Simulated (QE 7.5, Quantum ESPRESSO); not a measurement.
# Lattice parameter of A15 Mo₃Os: LDA and PBEsol, with tests of mesh, cutoff and potentials

## Experimental context

The reference is a cubic cell of Mo₃Os in space group Pm-3n, determined by diffraction, with an edge of 4.968 Å. It comes from "The effect of neutron irradiation on the upper critical magnetic field of superconducting Mo3 Os" (Journal of Low Temperature Physics 57 529 1984; Crystallography Open Database). The volume per atom, 15.3269 Å³, follows from the same edge and is no second measurement. The temperature is not given with the value, nor is the composition of the sample or whether the cell belongs to irradiated or unirradiated material. The last point matters because radiation damage and site disorder can change the cell of an A15 compound slightly.

| compared with | measured | method |
| --- | --- | --- |
| a (Å) | 4.968 | structure determination by diffraction |
| volume per atom (Å³) | 15.3269 | from the measured cell |

Conditions are those given with the value in the passage it was taken from; "not stated" means there, and the paper may say more elsewhere. The values are a selection: others may have been left out beforehand as unlike or outlying.

## Aim and plan

We look for the cheapest level of theory that gives the lattice parameter within 1 % and the volume per atom within 2 %. Semilocal functionals usually differ among themselves by about a percent or two in the lattice parameters of transition metals, so this target can separate a suitable functional from a poor one. In a cubic crystal the volume error is about three times the edge error, which makes the volume condition the stricter of the two: it allows roughly 0.7 % in the edge.

The model is the ordered, stoichiometric, non-magnetic crystal with eight atoms in the cell. In the A15 structure all atoms sit on positions fixed by symmetry, so the relaxation has one free parameter, the cell edge. The calculation describes a static lattice, whereas the measured edge contains zero-point and thermal expansion; for a stiff, heavy intermetallic we expect these to add a few tenths of a percent at most. Spin-orbit coupling is left out.

We begin with LDA, go on to a gradient-corrected functional if the result calls for it, and then test the k-mesh, the cutoff and the potentials at the level on which the verdict will rest.

System: Mo3Os; Pm-3n (no. 223), 8 atoms in the primitive cell; every run starts from the measured structure; structure from the Crystallography Open Database.

## 1. LDA as the simplest functional

LDA is the simplest functional for a close-packed metal, and eight atoms in a cubic cell make the run light. We use a 7×7×7 mesh from the start, since a metal with d bands at the Fermi level needs reasonable sampling. LDA usually binds too strongly, so we expect an edge about one percent short, which would put the volume near or beyond its limit.

**Run 1.** QE 7.5: LDA, Quantum ESPRESSO with GBRV 1.5 ultrasoft, non-magnetic, cell and ions relaxed, cutoff 544 eV, k-mesh 7×7×7, smearing 0.05 eV, density cutoff 3265 eV.

Key lines of the input:
```
&control
  calculation = 'vc-relax'
  forc_conv_thr = 3.89e-04
  etot_conv_thr = 1.0e-4
  nstep = 60
/
&system
  ecutwfc = 40
  ecutrho = 240
  occupations = 'smearing'
  smearing = 'fd'
  degauss = 0.00367
/
&electrons
  conv_thr = 4.0e-08
  mixing_beta = 0.4
  electron_maxstep = 120
/
&ions
/
&cell
  press_conv_thr = 0.15
/
ATOMIC_SPECIES
  Mo 95.950 mo_lda_v1.uspp.F.UPF
  Os 190.230 os_lda_v1.2.uspp.F.UPF
[... cell and positions ...]
K_POINTS automatic
  7 7 7 0 0 0
```

Command:
```
OMP_NUM_THREADS=1 mpirun -n 8 pw.x -nk 8 -in pw.in > pw.x.log
```

Selected lines of the output:
```
     bfgs converged in   4 scf cycles and   3 bfgs steps
     new unit-cell volume =    800.75373 a.u.^3 (   118.65946 Ang^3 )
          total   stress  (Ry/bohr**3)                   (kbar)     P=        0.61
```

Converged; 1.9 min on 8 cores of Arm Neoverse V1, shared host.

| quantity | run 1 | measured | deviation |
| --- | --- | --- | --- |
| a (Å) | 4.9140 | 4.968 | −0.0540 (−1.1 %) |
| volume per atom (Å³) | 14.832 | 15.3269 | −0.494 (−3.2 %) |
| largest shift (Å) | 0 |  |  |
| pressure (GPa) | 0.061 |  |  |

LDA gives an edge 1.1 % short, a narrow miss of the 1 % limit, and a volume 3.2 % too small, a clear miss of the 2 % limit. The sign is the usual one for LDA, and the size is close to what we expected. No test of the mesh, cutoff or potentials has been shown up to this point, so the whole deviation cannot yet be put down to the functional.

## 2. PBEsol at the same settings

PBEsol adds a dependence on the density gradient and was designed for the equilibrium cells of solids, at little extra cost over LDA. We keep the cutoff and the mesh and take the potentials from the same family, made for the new functional. We expect the edge to grow by somewhat under one percent, which would bring both quantities within their limits.

**Run 2.** QE 7.5: PBEsol, Quantum ESPRESSO with GBRV 1.5 ultrasoft, non-magnetic, cell and ions relaxed, cutoff 544 eV, k-mesh 7×7×7, smearing 0.05 eV, density cutoff 3265 eV.

Key lines of the input, as changed from run 1:
```diff
  ATOMIC_SPECIES
-   Mo 95.950 mo_lda_v1.uspp.F.UPF
-   Os 190.230 os_lda_v1.2.uspp.F.UPF
+   Mo 95.950 mo_pbesol_v1.uspp.F.UPF
+   Os 190.230 os_pbesol_v1.2.uspp.F.UPF
```

Selected lines of the output:
```
     bfgs converged in   4 scf cycles and   3 bfgs steps
     new unit-cell volume =    813.21621 a.u.^3 (   120.50621 Ang^3 )
          total   stress  (Ry/bohr**3)                   (kbar)     P=        0.31
```

Converged; took 1.8 min.

| quantity | run 2 | measured | deviation |
| --- | --- | --- | --- |
| a (Å) | 4.9394 | 4.968 | −0.0286 (−0.6 %) |
| volume per atom (Å³) | 15.063 | 15.3269 | −0.264 (−1.7 %) |
| largest shift (Å) | 0 |  |  |
| pressure (GPa) | 0.031 |  |  |

PBEsol lengthens the edge by 0.0254 Å over LDA and brings both quantities within their limits, in about the same time. The edge is 0.6 % short. The volume, 1.7 % too small, passes only narrowly, so a small numerical error could still reverse the result.

## 3. Denser mesh and higher cutoff

We test the two numerical settings separately, each against the PBEsol run just made: first a 9×9×9 mesh at the same cutoff, then a cutoff of 735 eV on the same mesh. The second run raises the density cutoff as well, so it tests the two cutoffs together. We expect changes in the volume well below the remaining margin. Both runs should cost more than the plain PBEsol relaxation, but it took only minutes.

**Run 3.** QE 7.5: PBEsol, Quantum ESPRESSO with GBRV 1.5 ultrasoft, non-magnetic, cell and ions relaxed, cutoff 544 eV, k-mesh 9×9×9, smearing 0.05 eV, density cutoff 3265 eV.

Key lines of the input, as changed from run 2:
```diff
  K_POINTS automatic
-   7 7 7 0 0 0
+   9 9 9 0 0 0
```

Selected lines of the output:
```
     new unit-cell volume =    813.51281 a.u.^3 (   120.55016 Ang^3 )
     Final scf calculation at the relaxed structure.
     c_bands:  2 eigenvalues not converged
!    total energy              =   -1233.17914660 Ry
```

Converged; took 2.8 min.

**Run 4.** QE 7.5: PBEsol, Quantum ESPRESSO with GBRV 1.5 ultrasoft, non-magnetic, cell and ions relaxed, cutoff 735 eV, k-mesh 7×7×7, smearing 0.05 eV, density cutoff 4408 eV.

Key lines of the input, as changed from run 2:
```diff
  &system
-   ecutwfc = 40
-   ecutrho = 240
+   ecutwfc = 54
+   ecutrho = 324
```

Selected lines of the output:
```
     new unit-cell volume =    813.30089 a.u.^3 (   120.51876 Ang^3 )
```

Converged; took 3 min.

| quantity | run 3 | run 4 | measured |
| --- | --- | --- | --- |
| a (Å) | 4.9399 | 4.9395 | 4.968 |
| volume per atom (Å³) | 15.069 | 15.065 | 15.3269 |
| largest shift (Å) | 0 | 0 |  |
| pressure (GPa) | 0.027 | −0.020 |  |

The denser mesh raises the volume per atom by 0.006 Å³ and the higher cutoffs raise it by 0.002 Å³. Both changes are small beside the roughly 0.04 Å³ that separates the PBEsol volume from its limit, so the pass holds against either setting. On the denser mesh, two eigenvalues were reported as not converged in a diagonalisation step of the final calculation. That calculation came after the cell had been relaxed and still reached a total energy, so the warning does not affect the lattice parameter.

## 4. PBEsol with norm-conserving potentials

No check of the potentials has been shown up to this point, and a higher cutoff cannot reveal an error in them. We therefore repeat the PBEsol relaxation on the 7×7×7 mesh with norm-conserving PseudoDojo potentials, which need a much higher wavefunction cutoff and should make this the dearest run so far. We expect the edge to agree within about 0.2 %. A difference of that size could still carry the volume across its limit, so the narrow pass depends on this check.

**Run 5.** QE 7.5: PBEsol, Quantum ESPRESSO with PseudoDojo 0.4.1 norm-conserving, non-magnetic, cell and ions relaxed, cutoff 1143 eV, k-mesh 7×7×7, smearing 0.05 eV, density cutoff 4572 eV.

Key lines of the input, as changed from run 1:
```diff
  &system
-   ecutwfc = 40
-   ecutrho = 240
+   ecutwfc = 84
+   ecutrho = 336
  ATOMIC_SPECIES
-   Mo 95.950 mo_lda_v1.uspp.F.UPF
-   Os 190.230 os_lda_v1.2.uspp.F.UPF
+   Mo 95.950 Mo.upf
+   Os 190.230 Os.upf
```

Selected lines of the output:
```
     bfgs converged in   4 scf cycles and   3 bfgs steps
     new unit-cell volume =    815.42955 a.u.^3 (   120.83419 Ang^3 )
          total   stress  (Ry/bohr**3)                   (kbar)     P=       -0.01
```

Converged; took 4.4 min.

| quantity | run 5 | measured | deviation |
| --- | --- | --- | --- |
| a (Å) | 4.9438 | 4.968 | −0.0242 (−0.5 %) |
| volume per atom (Å³) | 15.104 | 15.3269 | −0.223 (−1.5 %) |
| largest shift (Å) | 0 |  |  |
| pressure (GPa) | −0.001 |  |  |

With the norm-conserving potentials the PBEsol edge is 0.0044 Å longer than with the ultrasoft ones, about 0.1 % and within the agreement we expected. The volume per atom rises by 0.041 Å³, far more than in the mesh or cutoff tests. The choice of potentials is thus the largest numerical uncertainty found here, and it is about as large as the margin by which the ultrasoft volume passes. The shift is towards the measured value, so the volume, now 1.5 % too small, stays within its limit with both sets.

## Overview

| run | settings | a (Å) | deviation | volume per atom (Å³) | deviation | cost |
| --- | --- | --- | --- | --- | --- | --- |
| 1 | LDA, Quantum ESPRESSO with GBRV 1.5 ultrasoft, cutoff 544 eV, k-mesh 7×7×7, density cutoff 3265 eV | 4.9140 | −0.0540 (−1.1 %) | 14.832 | −0.494 (−3.2 %) | 15 core-min |
| 2 | PBEsol, Quantum ESPRESSO with GBRV 1.5 ultrasoft, cutoff 544 eV, k-mesh 7×7×7, density cutoff 3265 eV | 4.9394 | −0.0286 (−0.6 %) | 15.063 | −0.264 (−1.7 %) | 15 core-min |
| 3 | PBEsol, QE GBRV, k 9×9×9 | 4.9399 | −0.0281 (−0.6 %) | 15.069 | −0.258 (−1.7 %) | 23 core-min |
| 4 | PBEsol, QE GBRV, 735 eV | 4.9395 | −0.0285 (−0.6 %) | 15.065 | −0.262 (−1.7 %) | 24 core-min |
| 5 | PBEsol, Quantum ESPRESSO with PseudoDojo 0.4.1 norm-conserving, cutoff 1143 eV, k-mesh 7×7×7, density cutoff 4572 eV | 4.9438 | −0.0242 (−0.5 %) | 15.104 | −0.223 (−1.5 %) | 35 core-min |
|  | measured | 4.968 |  | 15.3269 |  |  |

Further runs on the same system, made beside this series (convergence steps with loose settings among them):

| further | settings | a (Å) | deviation | volume per atom (Å³) | deviation | cost | status |
| --- | --- | --- | --- | --- | --- | --- | --- |
| F1 | PBEsol-D3(BJ), QE GBRV | 4.8996 | −0.0684 (−1.4 %) | 14.703 | −0.624 (−4.1 %) | 18 core-min |  |
| F2 | vdW-DF-cx, Quantum ESPRESSO with GBRV 1.5 ultrasoft, cutoff 544 eV, k-mesh 7×7×7, density cutoff 3265 eV | 4.9479 | −0.0201 (−0.4 %) | 15.142 | −0.185 (−1.2 %) | 18 core-min |  |
| F3 | rev-vdW-DF2, QE GBRV | 4.9679 | −0.0001 (−0.0 %) | 15.326 | −0.001 (−0.0 %) | 13 core-min |  |
| F4 | rVV10, Quantum ESPRESSO with GBRV 1.5 ultrasoft, cutoff 544 eV, k-mesh 7×7×7, density cutoff 3265 eV | 5.0232 | +0.0552 (+1.1 %) | 15.844 | +0.517 (+3.4 %) | 19 core-min |  |
| F5 | PBEsol, QE GBRV, k 4×4×4 | 4.9439 | −0.0241 (−0.5 %) | 15.105 | −0.222 (−1.4 %) | 11 core-min |  |
| F6 | PBEsol, QE GBRV, k 5×5×5 | 4.9402 | −0.0278 (−0.6 %) | 15.071 | −0.256 (−1.7 %) | 9.7 core-min |  |
| F7 | PBEsol, QE GBRV, 408 eV | 4.9135 | −0.0545 (−1.1 %) | 14.828 | −0.499 (−3.3 %) | 11 core-min | warnings: residual pressure -1.31 GPa on a fresh basis |
|  | measured | 4.968 |  | 15.3269 |  |  |  |

## Assessment

PBEsol with ultrasoft potentials at 544 eV on a 7×7×7 mesh meets the target, at a cost of 15 core-minutes. The edge is 0.6 % short; the volume, 1.7 % too small, passes only narrowly. LDA costs about the same and misses both limits, the edge only just.

The pass survives a denser mesh, higher cutoffs and a change to norm-conserving potentials. That last change mattered most, raising the volume per atom by 0.041 Å³. Among the further runs, a 5×5×5 mesh gives nearly the same cell, so the sampling could have been lighter. The cutoff could not be lowered as far as 408 eV, where the edge comes out 1.1 % short and a residual pressure of −1.31 GPa shows that the basis is too small.

The measured edge includes thermal and zero-point expansion, which we put at a few tenths of a percent at most. Allowing for it would reduce the PBEsol deficit but probably not remove it, and the change to norm-conserving potentials shortens the deficit by about another 0.1 % of the edge. The rest may lie in the functional, the missing spin-orbit coupling or the sample; these runs cannot separate them. Adding D3 dispersion to PBEsol makes the cell clearly too small.

rev-vdW-DF2 reproduces the measured edge almost exactly at a similar cost. Since its cell is also that of a static lattice, part of this agreement must come from cancelling errors, and no separate check of its potentials and settings is shown in this report.

A second database entry agrees with the reference edge within 0.3 %, which supports the measured value. The composition and irradiation state of the reference sample remain open.

[Logs are printed without paths, hosts, clocks, repeated set-up lines and the standing remarks that a program may print on its own settings, such as how far it seeks lower states.]

[The runs shown are a pick from a larger set of finished runs; failed, doubtful and other runs were left out of it ahead of writing. So were measured values far from every level or from commonly accepted values, and agreement can look better than it is. Lines of input and output are excerpts and may be shortened.]
